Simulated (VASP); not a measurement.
Wanted: the native input for a VASP 6.6.1 run.

```yaml
Task: relaxation of cell and atoms
Functional: LDA
Potentials_or_basis: VASP PAW LDA potentials, release 64 (Ta_pv, S)
Cutoff: 600 eV
k_mesh: 9 × 9 × 5
Occupations: fermi-dirac, width 0.05 eV
Spin: no spin polarisation
Further_INCAR_settings: ALGO = Normal; EDIFF = 1e-07; IBRION = 2; EDIFFG = -0.005; NSW = 40; ISIF = 3
```

The structure of TaS2 lies in POSCAR:

```
TaS2
1.0
    3.3500000000      0.0000000000      0.0000000000
   -1.6750000000      2.9011851027      0.0000000000
    0.0000000000      0.0000000000      5.8600000000
Ta S
1 2
Direct
    0.0000000000      0.0000000000      0.0000000000
    0.6666666667      0.3333333333      0.7500000000
    0.3333333333      0.6666666667      0.2500000000
```

These files were run (other wordings do the same):

INCAR

```
  ALGO = Normal
  EDIFF = 1E-7
  EDIFFG = -0.005
  ENCUT = 600
  GGA = CA
  IBRION = 2
  ISIF = 3
  ISMEAR = -1
  LASPH = T
  LCHARG = F
  LREAL = F
  LWAVE = F
  NELM = 80
  NSW = 40
  PREC = Accurate
  SIGMA = 0.05
```

KPOINTS

```
k-points
0
Gamma
  9 9 5
```

Potentials or basis: VASP PAW LDA potentials, release 64 (Ta_pv, S).

The run is started by

```bash
$ cat potpaw_LDA.64/Ta_pv/POTCAR potpaw_LDA.64/S/POTCAR > POTCAR
$ mpirun -np 1 vasp_std > vasp.out
```

It gave:

```yaml
Relaxed_volume: 17.98 Å³/atom
Relaxed_cell: a = 3.294 Å, b = 3.294 Å, c = 5.739 Å, α = 90.00°, β = 90.00°, γ = 120.00°
Space_group_after_relaxing_to_0.05_Å: P-3m1 (No. 164)
Energy_gained_by_relaxing: 22.9 meV/atom
Ionic_steps: 17
Pressure_after_relaxing: 0.0 GPa
Band_gap_on_the_k_mesh: none (metal or under the smearing width)
```

Wall time 8.4 min on 1 thread of Intel(R) Xeon(R) Platinum 8488C (Sapphire Rapids), with other jobs on the host, peak memory 0.21 GiB.
